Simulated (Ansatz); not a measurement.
# CdSe (Cadmoselite): the cost of one run

Method: DFT, PBE, plane-wave PAW, default files, scalar-relativistic, as far as a step names no other, in Ansatz 0.2.0.

### 1 Starting point

It takes space group P6_3mc (No. 186, hexagonal). Conventional cell: a = 4.299 Å, b = 4.299 Å, c = 7.010 Å, α = 90.00°, β = 90.00°, γ = 120.00°. Cd (site symmetry 3m) is surrounded by 4 Se at 2.63 to 2.64 Å. Se (site symmetry 3m) has 4 Cd at 2.63 to 2.64 Å as nearest neighbours.

As a file:

```
Cd Se
1.0
     4.29900    0.00000    0.00000
    -2.14950    3.72304    0.00000
     0.00000    0.00000    7.01000
Cd Se
2 2
Direct
  0.33333 0.66667 0.00000
  0.66667 0.33333 0.50000
  0.33333 0.66667 0.37679
  0.66667 0.33333 0.87679
```

The earlier run gave: gap on the mesh 0.68 eV, largest force 0.033 eV/Å, pressure 3.0 GPa.

Like atoms gathered into sites:

```tsv
site	atoms	first shell	V_zz (10²¹ V/m²)	η	C_Q (MHz)
Cd	1, 2	4 Se at 2.63–2.64 Å	0.46	0.00	–
Se	3, 4	4 Cd at 2.63–2.64 Å	-0.036	0.00	–
```

Conventions: |V_zz| ≥ |V_yy| ≥ |V_xx|, η = (V_xx − V_yy)/V_zz, C_Q = eQV_zz/h. Quadrupole moments are those of Pyykkö's year-2017 table. A dash under C_Q marks elements without a common quadrupolar isotope.

### 2 Ions relaxed at fixed cell

input.yaml reads:

```yaml
crystal:
  lattice:
    - [4.299, 0.0, 0.0]
    - [-2.1495, 3.7230432109, 0.0]
    - [0.0, 0.0, 7.01]
  atoms:
    - { symbol: Cd, position: [0.3333333333, 0.6666666667, 0.0] }
    - { symbol: Cd, position: [0.6666666667, 0.3333333333, 0.5] }
    - { symbol: Se, position: [0.3333333333, 0.6666666667, 0.37679] }
    - { symbol: Se, position: [0.6666666667, 0.3333333333, 0.87679] }
kpoints:
  mp_grid: { grid: [12, 12, 6] }
scf:
  occupations: { method: fermi_dirac, width: 0.02 }
hamiltonian:
  xc: pbe
  pseudopotentials: { kind: paw }
output:
  forces: true
  stress: true
  populations: true
  efg: { contact_densities: true }
relax:
  f_tol: 0.02
  max_steps: 60
```

Command:

```bash
$ ansatz run input.yaml --threads 1 --pin off --max-ram 3072MiB --backend cpu --events-out ev --progress --plain --runs-dir out
```

What time and memory should one allow on 1 thread of Intel Xeon Platinum 8375C at 2.90GHz (Ice Lake), shared host?

About 38 s, with a peak of 0.68 GiB.
